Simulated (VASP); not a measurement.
The system is HfS2.

```
CELL_PARAMETERS angstrom
3.63966 0.00000 0.00000
-1.81983 3.15204 0.00000
0.00000 0.00000 6.05556
ATOMIC_POSITIONS crystal
Hf 0.00000 0.00000 0.00000
S 0.66667 0.33333 0.76395
S 0.33333 0.66667 0.23605
```

The cell is a database's computed one.

```yaml
Program: VASP 6.6.1
Task: relaxation of cell and atoms
Functional: PBE
Dispersion: D3(BJ)
Potentials_or_basis: VASP PAW PBE potentials, release 64 (Hf_pv, S)
Cutoff: 600 eV
k_mesh: 9 × 9 × 5
Occupations: gaussian, width 0.03 eV
Spin: no spin polarisation
```

At the start: pressure -1.0 GPa; volume 23.16 Å³/atom.

Q: How do energy, volume and symmetry change on relaxing?

A: Over 13 steps the energy falls by 9.9 meV/atom and the volume is 21.55 Å³/atom (-6.9 %); space group P-3m1 (No. 164, to 0.05 Å).

Step by step:
```tsv
step	energy change (eV)	largest force (eV/Å)	pressure (GPa)	volume (Å³)
1	0.0000	0.1620	-1.05	69.47
2	-0.0063	0.3158	0.69	67.96
3	-0.0064	0.2992	0.54	68.12
4	-0.0120	0.1578	0.15	67.80
5	-0.0134	0.0495	-0.13	67.56
6	-0.0167	0.0398	-0.23	67.30
7	-0.0244	0.0082	-0.52	66.52
8	-0.0259	0.0638	-0.91	64.92
9	-0.0279	0.0192	-0.73	65.70
10	-0.0287	0.1172	0.54	64.57
11	-0.0292	0.0652	0.06	64.99
12	-0.0296	0.0379	0.03	64.84
13	-0.0298	0.0014	0.02	64.65
```

Final structure:
```cif
data_structure
_symmetry_space_group_name_H-M 'P 1'
_symmetry_Int_Tables_number 1
_cell_length_a 3.5968
_cell_length_b 3.5968
_cell_length_c 5.7700
_cell_angle_alpha 90.000
_cell_angle_beta 90.000
_cell_angle_gamma 120.000
_cell_volume 64.65
loop_
_atom_site_label
_atom_site_type_symbol
_atom_site_fract_x
_atom_site_fract_y
_atom_site_fract_z
_atom_site_occupancy
Hf1 Hf 0.00000 0.00000 0.00000 1
S1 S 0.66667 0.33333 0.74784 1
S2 S 0.33333 0.66667 0.25216 1
```
